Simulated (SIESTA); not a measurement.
Pd:

```xyz
1
Lattice="0.0000 1.9465 1.9465 1.9465 0.0000 1.9465 1.9465 1.9465 0.0000" Properties=species:S:1:pos:R:3 pbc="T T T"
Pd    0.0000    0.0000    0.0000
```

Program: SIESTA 5.4.2. Alike in all runs: task band structure; no spin polarisation; cell as given; k mesh 12 × 12 × 12; smearing fermi-dirac 0.05 eV; grid cutoff 800 Ry; energy shift 0.002 Ry.

Q: Order these runs on this cell by their pressure, lowest first.
A. level PBE; potentials or basis PseudoDojo 0.4 standard (PBE files), TZDP (energy shift 0.002 Ry)
B. level LDA; potentials or basis PseudoDojo 0.4 standard (LDA files), DZP (energy shift 0.002 Ry)
C. level RPBE; potentials or basis PseudoDojo 0.4 standard (PBE files), DZP (energy shift 0.002 Ry)
D. level PBE; potentials or basis PseudoDojo 0.4 standard (PBE files), DZ (energy shift 0.002 Ry)

A: B (-9.0 GPa), D (4.3 GPa), A (6.6 GPa), C (10.5 GPa).

Caveats: semicore shells carry a single zeta, which can move pressures by several GPa and volumes by a few percent; the basis of atomic orbitals isn't converged, which shifts pressures, moduli and gaps; the potentials were made for another functional, which shifts forces and pressure (some runs); the basis has no polarisation orbitals (some runs).
